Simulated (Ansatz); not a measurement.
Crystal: CaO.

```xyz
2
Lattice="0.0000 2.4036 2.4036 2.4036 0.0000 2.4036 2.4036 2.4036 0.0000" Properties=species:S:1:pos:R:3 pbc="T T T"
Ca    0.0000    0.0000    0.0000
O     2.4036    2.4036    2.4036
```

The cell is a database's computed one.

Program: Ansatz 0.2.0. Alike in all runs: potentials or basis Ansatz PAW; no spin polarisation; cell as given; k mesh 10 × 10 × 10.

Question: Order these runs on this cell by their band gap on the k mesh, lowest first.
A. level r2SCAN; cutoff (eV) 500; smearing fermi-dirac 0.05 eV; points for each segment of the path 14
B. level LDA; cutoff (eV) 420; smearing fermi-dirac 0.05 eV; points for each segment of the path 14
C. level PBE; cutoff (eV) 420; smearing gaussian 0.011 eV

Answer: B (3.49 eV), C (3.66 eV), A (4.20 eV).

A k mesh can miss the band edges.
